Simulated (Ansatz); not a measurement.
**Au in Ansatz: the effect of functional**

The system is Au.

```
Au
1.0
     2.91921    0.00000    0.00000
    -1.45960    2.52811    0.00000
     0.00000    0.00000    4.91232
Au
2
Direct
  0.66667 0.33333 0.25000
  0.33333 0.66667 0.75000
```

This isn't the form of Au at room conditions, which is fcc.

The cell isn't the ideal one: volume scaled by 1.02.

Alike in all runs:

| Item | Value |
| --- | --- |
| Program | Ansatz 0.2.0 |
| Task | single point |
| Potentials or basis | Ansatz PAW |
| k mesh | 11 × 11 × 6 |
| Occupations | fermi-dirac, width 0.05 eV |
| Spin | no spin polarisation |

**Question.** One run gave: pressure -4.3 GPa. Which functional did it use?
A. PBEsol
B. LDA
C. r2SCAN

**Answer.** C.

```tsv
functional	cutoff	pressure (GPa)
LDA	420 eV (not typed: the program's choice for these potentials)	-13.2
PBEsol	420 eV (not typed: the program's choice for these potentials)	-8.9
r2SCAN	500 eV (not typed: the program's choice for these potentials)	-4.3
```

Caveats: the PAW data sets come from PBE, with cores solved anew for the run's functional, which leaves a small shift of forces and pressure.
